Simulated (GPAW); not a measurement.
Crystal: KMgF3.

```
K Mg F
1.0
     3.98590    0.00000    0.00000
     0.00000    3.98590    0.00000
     0.00000    0.00000    3.98590
K Mg F
1 1 3
Direct
  0.50000 0.50000 0.50000
  0.00000 0.00000 0.00000
  0.00000 0.00000 0.50000
  0.00000 0.50000 0.00000
  0.50000 0.00000 0.00000
```

Base run:

| Quantity | Value |
| --- | --- |
| Program | GPAW 26.7.0 |
| Functional | LDA |
| Potentials or basis | the program's PAW data sets (release 1.2.1) made for this functional |
| Cutoff | 650 eV |
| Basis | pw |
| k mesh | 6 × 6 × 6 |
| Occupations | fermi-dirac, width 0.001 eV |
| Spin | no spin polarisation |

Its results: band gap on the k mesh 6.96 eV, indirect (least direct gap 7.29 eV); electronic dielectric tensor (diagonal) 2.05.

The run is repeated on the same cell with these changes: functional from LDA to GLLB-SC. What comes out?

Band gap on the k mesh, kohn-sham part alone 9.49 eV, indirect (least direct gap 9.70 eV); electronic dielectric tensor (diagonal) 1.75.

Caveats: the long-wavelength limit can be off by a per cent or two; an odd mesh through Γ misses points on the zone boundary, where band edges often lie; a model potential gives levels but no total energy (some runs); response on these states lacks terms of the Hamiltonian (some runs).
